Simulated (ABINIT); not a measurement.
Crystal: WS2 (Tungstenite).

```xyz
6
Lattice="3.1800 0.0000 0.0000 -1.5900 2.7540 0.0000 0.0000 0.0000 12.5000" Properties=species:S:1:pos:R:3 pbc="T T T"
W     1.5900    0.9180    9.3750
W     0.0000    1.8360    3.1250
S     1.5900    0.9180    4.6875
S     0.0000    1.8360   10.9375
S     1.5900    0.9180    1.5625
S     0.0000    1.8360    7.8125
```

Base run:

- Program: ABINIT 10.8.3 (patched build)
- Functional: PBE
- Potentials or basis: JTH PAW PBE v2.0
- Cutoff: 544 eV
- k mesh: 10 × 10 × 3
- Occupations: fermi-dirac, width 0.05 eV
- Spin: no spin polarisation

Its results: band gap on the k mesh 1.12 eV, indirect (least direct gap 2.09 eV); pressure 2.3 GPa; largest force 0.148 eV/Å.

Question: After a change of settings the same cell gave: band gap on the k mesh 1.15 eV, indirect (least direct gap 2.18 eV); pressure -2.5 GPa; largest force 0.115 eV/Å. Which change was it?
A. k mesh from 10 × 10 × 3 to 8 × 8 × 2
B. functional from PBE to PBEsol; k mesh from 10 × 10 × 3 to 8 × 8 × 2
C. k mesh from 10 × 10 × 3 to 6 × 6 × 2

Answer: B.

Caveats: spin-orbit coupling is left out, which moves the levels of the heavy elements; this functional lacks dispersion, which binds the layers, so the pressure and a relaxed spacing across them are unreliable; an odd mesh through Γ misses points on the zone boundary, where band edges often lie (some runs); the PAW data sets were made with another functional, which shifts forces and pressure a little (some runs).

Not every run made on this cell is shown here.
